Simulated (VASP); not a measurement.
# ZnO (P6_3mc) in VASP: further runs, part 2 of 2

VASP 6.6.1. The steps go on from the part before.

## (3) Single point, PBE (mode 7 frozen in at -0.131 Å, normal strain along z -0.0467)

File INCAR:

```
PREC     = Accurate       # precision mode
ENCUT    = 520            # plane-wave cutoff, eV
EDIFF    = 1E-6           # SCF threshold, eV
ISMEAR   = 0              # smearing method
SIGMA    = 0.05           # smearing width, eV
LREAL    = False          # projectors in reciprocal space
LASPH    = True           # aspherical terms in the spheres
NELM     = 100            # most SCF steps
ALGO     = Normal         # electronic algorithm
ISIF     = 2              # what is computed and relaxed
LWAVE    = False          # write WAVECAR
LCHARG   = False          # write CHGCAR
GGA      = PE             # functional
NBANDS   = 26             # bands
```

File KPOINTS:

```
regular mesh
0
Gamma
  9 9 6
```

File POSCAR:

```
ZnO
1.0
    3.2797238684      0.0000000000      0.0000000000
   -1.6398619342      2.8403241874      0.0000000000
    0.0000000000      0.0000000000      5.0465601497
Zn O
2 2
Direct
    0.3333333333      0.6666666667      0.0075371416
    0.6666666667      0.3333333333      0.5075371416
    0.3333333333      0.6666666667      0.3558723808
    0.6666666667      0.3333333333      0.8558723808
```

Potentials or basis: VASP PAW PBE potentials, release 64 (Zn, O).

Command:

```
$ cat potpaw_PBE.64/Zn/POTCAR potpaw_PBE.64/O/POTCAR > POTCAR
$ mpirun -np 1 vasp_std > vasp.out
```

OUTCAR:

```text
PREC = Accurate
   ENCUT = 520
   EDIFF = 1E-6
   ISMEAR = 0
   LREAL = False
   LASPH = True
   NELM = 100
   ISIF = 2
   GGA = PE

 ion  position               nearest neighbor table
   1  0.333  0.667  0.008-   3 1.76   4 2.04   4 2.04   4 2.04
   2  0.667  0.333  0.508-   4 1.76   3 2.04   3 2.04   3 2.04
   3  0.333  0.667  0.356-   1 1.76   2 2.04   2 2.04   2 2.04
   4  0.667  0.333  0.856-   2 1.76   1 2.04   1 2.04   1 2.04

  LATTYP: Found a hexagonal cell.
 ALAT       =     3.2797238684
 C/A-ratio  =     1.5387149505

  Lattice vectors:

 A1 = (   3.2797238684,   0.0000000000,   0.0000000000)
 A2 = (  -1.6398619342,   2.8403241874,   0.0000000000)
 A3 = (   0.0000000000,   0.0000000000,   5.0465601497)

Analysis of symmetry for initial positions (statically):
=====================================================================
 Subroutine PRICEL returns:
 Original cell was already a primitive cell.

 Routine SETGRP: Setting up the symmetry group for a
 hexagonal supercell.

 Subroutine GETGRP returns: Found 12 space group operations
 (whereof  6 operations were pure point group operations)
 out of a pool of 24 trial point group operations.

The static configuration has the point symmetry C_3v.
 The point group associated with its full space group is C_6v.

Analysis of symmetry for dynamics (positions and initial velocities):
=====================================================================
 Subroutine PRICEL returns:
 Original cell was already a primitive cell.

 Routine SETGRP: Setting up the symmetry group for a
 hexagonal supercell.

 Subroutine GETGRP returns: Found 12 space group operations
 (whereof  6 operations were pure point group operations)
 out of a pool of 24 trial point group operations.

The dynamic configuration has the point symmetry C_3v.
 The point group associated with its full space group is C_6v.

 Subroutine INISYM returns: Found 12 space group operations
 (whereof  6 operations are pure point group operations),
 and found     1 'primitive' translations

----------------------------------------------------------------------------------------

                                     Primitive cell

  volume of cell :      47.0111

  direct lattice vectors                    reciprocal lattice vectors
     3.279723868  0.000000000  0.000000000     0.304903718  0.176036243  0.000000000
    -1.639861934  2.840324187  0.000000000     0.000000000  0.352072487  0.000000000
     0.000000000  0.000000000  5.046560150     0.000000000  0.000000000  0.198154777

  length of vectors
     3.279723868  3.279723868  5.046560150     0.352072487  0.352072487  0.198154777

  position of ions in fractional coordinates (direct lattice)
     0.333333333  0.666666667  0.007537142
     0.666666667  0.333333333  0.507537142
     0.333333333  0.666666667  0.355872381
     0.666666667  0.333333333  0.855872381

  ion indices of the primitive-cell ions
   primitive index   ion index
                 1           1
                 2           2
                 3           3
                 4           4

----------------------------------------------------------------------------------------

 KPOINTS: regular mesh

Automatic generation of k-mesh.
 Grid dimensions read from file:
 generate k-points for:    9    9    6

 Generating k-lattice:

  Cartesian coordinates                     Fractional coordinates (reciprocal lattice)
     0.033878191  0.019559583  0.000000000     0.111111111  0.000000000  0.000000000
     0.000000000  0.039119165  0.000000000     0.000000000  0.111111111  0.000000000
     0.000000000  0.000000000  0.033025796     0.000000000  0.000000000  0.166666667

  Length of vectors
     0.039119165  0.039119165  0.033025796

  Shift w.r.t. Gamma in fractional coordinates (k-lattice)
     0.000000000  0.000000000  0.000000000

 Subroutine IBZKPT returns following result:
 ===========================================

 Found     48 irreducible k-points:

 Following reciprocal coordinates:
            Coordinates               Weight
  0.000000  0.000000  0.000000      1.000000
  0.111111 -0.000000  0.000000      6.000000
  0.222222 -0.000000  0.000000      6.000000
  0.333333  0.000000  0.000000      6.000000
  0.444444 -0.000000  0.000000      6.000000
  0.111111  0.111111  0.000000      6.000000
[... 16 lines left out ...]
  0.333333  0.222222  0.166667     24.000000
  0.333333  0.333333  0.166667      4.000000
 [... further k-points ...]
   k-points           NKPTS =     48   k-points in BZ     NKDIM =     48   number of bands    NBANDS=     26
   number of dos      NEDOS =    301   number of ions     NIONS =      4
   total plane-waves  NPLWV =  23040
   dimension x,y,z NGX =    24 NGY =   24 NGZ =   40
   dimension x,y,z NGXF=    48 NGYF=   48 NGZF=   80
   ions per type =               2   2
   NGX,Y,Z   is equivalent  to a cutoff of  12.17, 12.17, 13.18 a.u.
   NGXF,Y,Z  is equivalent  to a cutoff of  24.33, 24.33, 26.35 a.u.
 SYSTEM =  unknown system
   PREC   = accura    normal or accurate (medium, high low for compatibility)
   ISTART =      0    job   : 0-new  1-cont  2-samecut
   ICHARG =      2    charge: 1-file 2-atom 10-const
   ISPIN  =      1    spin polarized calculation?
   LNONCOLLINEAR =      F non collinear calculations
   LSORBIT =      F    spin-orbit coupling
   LASPH  =      T    aspherical Exc in radial PAW
   ENCUT  =  520.0 eV  38.22 Ry    6.18 a.u.   6.10  6.10  9.38*2*pi/ulx,y,z
   NELM   =    100;   NELMIN=  2; NELMDL= -5     # of ELM steps
   EDIFF  = 0.1E-05   stopping-criterion for ELM
   LREAL  =      F    real-space projection
   EDIFFG = 0.1E-04   stopping-criterion for IOM
   NSW    =      0    number of steps for IOM
   IBRION =     -1    ionic relax: 0-MD 1-quasi-New 2-CG
   NFREE  =      0    steps in history (QN), initial steepest desc. (CG)
   ISIF   =      2    stress and relaxation
   ISYM   =      2    0-nonsym 1-usesym 2-fastsym
   POTIM  = 0.5000    time-step for ionic-motion
   TEBEG  =    0.0;   TEEND  =   0.0 temperature during run
   PSTRESS=    0.0 pullay stress
   NELECT =      36.0000    total number of electrons
   NUPDOWN=      -1.0000    fix difference up-down
   EMIN   =  10.00;   EMAX   =-10.00  energy-range for DOS
   EFERMI =   0.00;   METHOD = LEGACY
   ISMEAR =     0;   SIGMA  =   0.05  broadening in eV -4-tet -1-fermi 0-gaus
   EFERMI_NEDOS =   21; number of points for ismear=-14 and -15
   IALGO  =     38    algorithm
   IMIX   =      4    mixing-type and parameters
     AMIX     =   0.40;   BMIX     =  1.00
     AMIX_MAG =   1.60;   BMIX_MAG =  1.00
  volume/ion in A,a.u.               =      11.75        79.31
  Fermi-wavevector in a.u.,A,eV,Ry     =   1.497760  2.830355 30.521730  2.243284
  Thomas-Fermi vector in A             =   2.609606
   LORBIT       =      0    0 simple, 1 ext, 2 COOP (PROOUT), +10 PAW based schemes
   GGA     = PE    functional components
   LHFCALC =     F    Hartree Fock is set to
   AEXX    =    0.0000 exact exchange contribution
   IVDW    =     0    specifies the selected vdW correction
   LEPSILON=     F    determine dielectric tensor
   LRPA    =     F    only Hartree local field effects (RPA)
 non-spin polarized calculation
 Gauss-broadening in eV      SIGMA  =   0.05
  energy-cutoff  :      520.00
  volume of cell :       47.01
 maximum number of plane-waves:      1287
   NGX = 13   NGY = 13   NGZ = 19

 number of electron      36.0000024 magnetization

 Free energy of the ion-electron system (eV)
  ---------------------------------------------------
  ext. energy  EPLUGINS =         0.00000000
  ---------------------------------------------------
  free energy    TOTEN  =       -17.22545315 eV

  energy without entropy =      -17.22545315  energy(sigma->0) =      -17.22545315

 E-fermi :   1.5854     XC(G=0): -10.9651

 val. band max:        1.3808266973   @ k =   0.0000   0.0000   0.0000
 cond. band min:       2.2421072476   @ k =   0.0000   0.0000   0.0000
 fundamental gap:      0.8612805503
 Fermi energy:         1.5854402521

 k-point     1 :       0.0000    0.0000    0.0000
  band No.  band energies     occupation
      1     -16.9972      2.00000
      2     -16.1692      2.00000
      3      -4.8418      2.00000
      4      -4.5464      2.00000
      5      -4.3996      2.00000
      6      -4.3996      2.00000
[... 685 lines left out ...]
     25      14.8965      0.00000
     26      15.9766      0.00000

 [... further k-points ...]

------------------------ aborting loop because EDIFF is reached ----------------------------------------

  FORCE on cell =-STRESS in cart. coord.  units (eV):
  Direction    XX          YY          ZZ          XY          YZ          ZX
  --------------------------------------------------------------------------------------
  -------------------------------------------------------------------------------------
  Total        0.0050040      0.0050040     12.6314092      0.0000000      0.0000000      0.0000000
  in kB        0.1705403      0.1705403    430.4886852      0.0000000      0.0000000      0.0000000
  external PRESSURE =     143.6099219 kB  Pullay stress =       0.0000000 kB

 VOLUME and BASIS-vectors are now :
 -----------------------------------------------------------------------------
  energy-cutoff  :      520.00
  volume of cell :       47.01
      direct lattice vectors                 reciprocal lattice vectors
     3.279723868  0.000000000  0.000000000     0.304903718  0.176036243  0.000000000
    -1.639861934  2.840324187  0.000000000     0.000000000  0.352072487  0.000000000
     0.000000000  0.000000000  5.046560150     0.000000000  0.000000000  0.198154777

 POSITION                                       TOTAL-FORCE (eV/Angst)
 -----------------------------------------------------------------------------------
     -0.00000      1.89355      0.03804         0.000000      0.000000     -3.093411
      1.63986      0.94677      2.56132         0.000000     -0.000000     -3.093411
     -0.00000      1.89355      1.79593         0.000000     -0.000000      3.093411
      1.63986      0.94677      4.31921        -0.000000      0.000000      3.093411
 -----------------------------------------------------------------------------------
    total drift:                                0.000000      0.000001     -0.000317

  FREE ENERGIE OF THE ION-ELECTRON SYSTEM (eV)
  ---------------------------------------------------
  free  energy   TOTEN  =       -17.2254531456 eV

  energy  without entropy=      -17.2254531456  energy(sigma->0) =      -17.22545315
```

Run time: 43 s. Hardware: 1 thread of Intel Xeon Platinum 8259CL at 2.50GHz (Skylake/Cascade Lake), shared host; peak memory 0.18 GiB.

Results:

```
Free energy            : -17.2255 eV
Pressure               : 14.4 GPa
Largest force          : 3.093 eV/Å
Band gap on the k mesh : 0.86 eV, direct
```

Forces in eV/Å, atoms in the order of the input:
```
Zn   0.000  0.000 -3.093
Zn   0.000  0.000 -3.093
O    0.000  0.000  3.093
O    0.000  0.000  3.093
```

Stress tensor (GPa, compression positive):
```
 0.02  0.00  0.00
 0.00  0.02  0.00
 0.00  0.00 43.05
```

Levels at points of the mesh, in eV from the valence-band top:
```tsv
k point	band 15	band 16	band 17	band 18	band 19	band 20	band 21	band 22
(0.00, 0.00, 0.00)	-1.35	-0.11	-0.11	0.00	0.86	5.22	8.81	12.56
(0.00, 0.00, 0.50)	-0.72	-0.72	-0.72	-0.72	3.46	3.46	10.82	10.82
```

Caveat: forces of over 1 eV/Å show positions far from the minimum, so gaps and moduli don't describe the material at rest.
